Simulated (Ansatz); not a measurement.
Base system: GeTe (space group R3m, No. 160).

```
GeTe
1.0
    2.11331     1.22012     3.63992
   -2.11331     1.22012     3.63992
    0.00000    -2.44024     3.63992
Ge Te
1 1
Cartesian
  0.00000   0.00000   2.55779
  0.00000   0.00000   8.36196
```

Cartesian axes are those of the cell as printed.

(Cell as relaxed with PBE.)

Levels (all Ansatz, a program for electronic structure, PAW): PBE (420 eV, no spin-orbit coupling); r2SCAN (500 eV, without spin-orbit coupling).

Each level relaxes its own structure.

| base | PBE | r2SCAN |
|---|---|---|
| volume per atom | 28.16 Å³ | 27.99 Å³ |
| lattice parameter a | 4.227 Å | 4.187 Å |

Modification: biaxial strain −0.41 %, plane normal [001], relaxed out of plane (Cartesian); in-plane vectors clamped, the third vector and the atoms free.

```json
[
 {"quantity": "shortest interatomic distance", "PBE": "2.846 Å", "r2SCAN": "?"},
 {"quantity": "out-of-plane strain", "PBE": "+0.40 %", "r2SCAN": "?"},
 {"quantity": "energy relative to the base (free energy F)", "PBE": "+0.3 meV/atom", "r2SCAN": "?"}
]
```

### Question
Given the PBE results, estimate those of r2SCAN.

### Answer

- shortest interatomic distance, r2SCAN: 2.809 Å
- out-of-plane strain, r2SCAN: +0.43 %
- energy relative to the base (free energy F), r2SCAN: +0.3 meV/atom

PBE's shortest interatomic distance lies 0.037 Å above r2SCAN's (1.3 %); PBE's out-of-plane strain lies 0.03 % below r2SCAN's; the two agree on the energy relative to the base. Neither level is exact; r2SCAN is the comparison here, not a measurement.

No phonon test of stability was made. No dispersion term is included, though the crystal is made of layers, chains or molecules, so its spacings can come out too wide.
